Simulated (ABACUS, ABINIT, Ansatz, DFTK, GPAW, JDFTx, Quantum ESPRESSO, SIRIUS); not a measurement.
**Mo: 8 runs at one level of theory**

```xyz
1
Lattice="-1.5838 1.5838 1.5838 1.5838 -1.5838 1.5838 1.5838 1.5838 -1.5838" Properties=species:S:1:pos:R:3 pbc="T T T"
Mo    0.0000    0.0000    0.0000
```

Alike in all runs: task single point; functional PBEsol; k mesh 12 × 12 × 12; occupations fermi-dirac, width 0.05 eV; no spin polarisation; no spin-orbit coupling. Pressure is positive in compression and, in plane waves, holds the error of the finite cutoff.

```tsv
program and potentials	plane-wave cutoff (eV)	notes	band gap (eV)	pressure (GPa)
Quantum ESPRESSO, GBRV 1.5 PBEsol	612	-	no gap	-10.41
ABACUS, PseudoDojo NC SR 0.4.1 PBEsol standard, plane waves	1102	-	no gap	-9.36
JDFTx, PseudoDojo-SR-PBEsol-0.4.1-standard with smoothed tails	1088	-	no gap	-9.37
SIRIUS, PseudoDojo 0.4.1 PBEsol standard (scalar relativistic)	1102	-	no gap	-9.35
ABINIT, PseudoDojo NC SR PBEsol v0.4.1 standard	1088	-	no gap	-9.37
GPAW, PAW data sets generated for this functional	600	-	?	?
DFTK, PseudoDojo SR PBEsol 0.4.1 standard (PBEsol)	1088	-	no gap	-9.37
Ansatz, all-electron LAPW, scalar-relativistic	-	-	no gap	-9.61
```

Question: Estimate from the other rows what the run with GPAW, PAW data sets generated for this functional gave.

Answer: No band gap; pressure -9.97 GPa. The other rows, which needn't bracket it: pressure -10.41 to -9.35.
